Rigid opening of hcp titanium (a = 2.938, c = 4.651 Å) between (001) planes, 6 atoms in the cell, unrelaxed. Ansatz 0.2.0, plane-wave PAW, PBE, scalar-relativistic, no spin polarisation; cutoff 420 eV, k mesh 23×23×5, Gaussian smearing of 0.15 eV. Separation energies are free energies per area of the cut, relative to the undisturbed crystal; positive traction is attraction.

| opening (Å) | separation energy (mJ/m²) | traction (GPa (slope of the separation energy)) |
| --- | --- | --- |
| -0.3 | 402 | -31.45 |
| 0 | 0 | -0.04 |
| 0.25 | 152 | 11.31 |
| 0.5 | 528 | 18.01 |
| 1 | 1552 | 21.24 |
| 2 | 3211 | 10.75 |
| 3 | 3875 | 3.61 |
| 6 | 4135 | 0.03 |

## What is pulled apart

A titanium crystal is cut between two of its close-packed planes, and the halves are moved as rigid blocks. The opening is the added distance between them. The undisturbed crystal has space group P6_3/mmc; changing one gap lowers the symmetry in every other row, without a change of phase. The separation energy is the cost for each unit area of the cut, and the traction is its slope: positive when the halves pull on each other, negative when they push apart.

The pull grows at first because the bonds across the cut resist being stretched. It fades later because the electron clouds of the two faces overlap less and less. Of the rows, that at 1 Å has the strongest pull, about 21 GPa. This is close to the computed strength of a flawless crystal whose rigid halves part all at once; real titanium gives way at far lower stress, through dislocations and cracks.

At 6 Å hardly any pull is left, and the energy is the price of two new faces, about 2.07 J/m² each. The atoms on these faces have not been allowed to settle, which would lower the price. Magnetism at the faces and the effect of a thicker slab were not tested.

## The simple pattern

Overlap between electron clouds fades roughly exponentially with distance. The universal binding-energy relation builds on this with only two constants, the final energy $W$ and a length $\ell$. For an opening $x$ it gives the energy $E$ and the traction $T$ as

$$E = W\left[1-\left(1+\frac{x}{\ell}\right)e^{-x/\ell}\right],\qquad T=\frac{dE}{dx}=\frac{W}{\ell^2}\,x\,e^{-x/\ell}.$$

The useful quantity is $T/x$, the stiffness of the cut. If one length governs everything, this stiffness falls by the same factor for each equal step of opening. Any two rows other than the undisturbed one then yield $\ell$, with no need to know $W$, and all pairs should agree.

## Opened rows: a steady drift

The pairs do not agree. Between 0.25 and 0.5 Å the stiffness fades with a length of 1.10 Å; between 2 and 3 Å the length is only 0.67 Å. Each equal step of opening therefore takes away a smaller share of the stiffness at first and a larger share later on.

This is a flaw in the shape of the formula and not the fault of one stray row. Fitted to the energies of the undisturbed crystal and all opened rows, the relation runs too high up to 1 Å, too low at 2 and 3 Å, and too high again at 6 Å. Its typical miss is only 1.4 % of the energy at 6 Å, yet at 0.25 Å it overshoots the small energy there by 24 %.

Part of the drift probably comes from the slant of the bonds. An atom in a close-packed plane sits above a hollow of the plane below, so its bonds across the cut lean to the side. Opening the cut by 0.25 Å stretches them by only 0.21 Å. As the gap widens they stand more upright, and further opening goes almost wholly into stretching them.

If the bond stretch replaces the opening in the same formula, the two lengths become 0.79 and 0.61 Å. They lie much closer together, and the typical miss of the energy fit falls by about two fifths, with no constant added. The slant can thus account for much of the drift, though not all of it; the better fit supports this cause but does not prove it. Where bonds run straight across a cut, stretch and opening are the same thing, and this part of the drift has no reason to appear.

## The squeezed row: a real break

The row at −0.3 Å, where the halves are pressed together, is the one that breaks with this steady drift. Its push can be estimated by carrying the trend of the two nearest opened rows back through zero. Their stiffnesses are

$$\frac{11.31}{0.25}=45.2\ \text{GPa/Å},\qquad \frac{18.01}{0.5}=36.0\ \text{GPa/Å},$$

which fixes the length:

$$\ell=\frac{0.25\ \text{Å}}{\ln(45.2/36.0)}\approx 1.1\ \text{Å}.$$

From 0.25 to −0.3 Å is a step of 0.55 Å, so the expected traction is

$$T(-0.3)\approx -0.3\times 45.2\times e^{0.55/1.1}\approx -22\ \text{GPa}.$$

The calculation gives −31.45 GPa. The squeezed row took no part in the estimate, so the gap of about 9 GPa is a fair test of the simple pattern. Its size depends on how the trend is continued: starting from the rows at 0.5 and 1 Å, or using the bond stretch, puts it between about 6 and 10 GPa. In each of these estimates the crystal pushes back harder than its behaviour at openings up to 1 Å suggests, by a fifth to a third of the computed push.

The slant of the bonds does not explain this excess, since it remains when the bond stretch is used. The likely cause is short-range repulsion. Squeezing shortens the bonds across the cut from 2.88 to 2.64 Å. The valence electrons there are confined to less space, which raises their kinetic energy, and the slight overlap between the filled inner shells of neighbouring atoms grows. The Pauli principle makes such overlap costly, and the cost climbs more steeply than the attraction fades on the other side.

This cause is argued from general physics, because a total energy does not come split into repulsion and attraction. With a single squeezed row, the point at which the extra stiffness sets in also stays open.

## How a good fit can hide the break

The relation fitted to the opened rows predicts the energy of the squeezed row to within 10 %, which looks like success. But one compromise length has to serve the whole range. It is too short for small openings, and a short length also means a steep rise under compression. With a length true to the small openings, the formula would rise too slowly under compression; the error made on the open side happens to make up for this.

The version with slanted bonds shows this from the other side. It describes the opened rows better, and its energy then falls short at −0.3 Å by about as much as the plain version overshoots. The printed analysis below sets the two fits side by side.

For practical use, the plain relation is adequate for the energy of parting and for the rough height of the traction peak. It should not supply the stiffness near zero opening, nor be trusted in compression because it works in tension. At the far end another limit applies: PBE lacks long-range dispersion, so the last traces of attraction between the faces die out too quickly.

The analysis program printed:

```
fit of separation_energy on 7 rows (opening >= 0): coefficient of 1 - (1 + opening/s)*exp(-opening/s) 4210 +/- 44, s 0.75; rms 58.8, worst 0.5 79.5, leave-one-out rms 118
  rows outside the fit (model, value, miss): -0.3 441.6, 402, 39.6
fit of separation_energy on 7 rows (opening >= 0): coefficient of 1 - (1 + st/s)*exp(-st/s) 4178 +/- 25, s 0.6467; rms 33.7, worst 2.0 -46.5, leave-one-out rms 65.9
  rows outside the fit (model, value, miss): -0.3 357.7, 402, -44.3
Models against the table:
   row  bond stretch A  plain energy miss mJ/m2  bond energy miss mJ/m2  plain traction GPa  bond traction GPa
  -0.3         -0.2365                    39.62                  -44.25              -33.49             -26.11
   0.0               0                        0                       0                   0                  0
  0.25          0.2055                    35.86                   19.19               13.41              12.48
   0.5          0.4172                    79.48                   44.26               19.21              18.75
   1.0          0.8547                    68.47                   39.32               19.73              20.29
   2.0           1.768                   -73.83                  -46.48                10.4              10.68
   3.0           2.711                   -50.84                  -24.81               4.112              3.901
   6.0           5.618                    61.97                    36.3              0.1506            0.09274
Decay length in opening from 0.25 to 0.5 (A): 1.097
Decay length in opening from 2 to 3 (A): 0.6682
Decay length in opening from -0.3 to 0.25 (A): 0.6545
Decay length in bond stretch from 0.25 to 0.5 (A): 0.7868
Decay length in bond stretch from 2 to 3 (A): 0.6115
Decay length in bond stretch from -0.3 to 0.25 (A): 0.4566
Traction at -0.3 continued from rows 0.25 and 0.5 (GPa): -22.41
Traction at -0.3 continued from rows 0.5 and 1 (GPa): -25.16
Traction at -0.3 continued in bond stretch from rows 0.25 and 0.5 (GPa): -20.95
Energy over that of a spring with the same end traction at -0.3: 0.8521
Energy over that of a spring with the same end traction at 0.25: 1.075
Miss of the plain model at 0.25 (percent of the energy): 23.59
Half of the energy at 6 A for one unrelaxed face (mJ/m2): 2068
Change of the energy at -0.3 without smearing (percent): -0.661
```
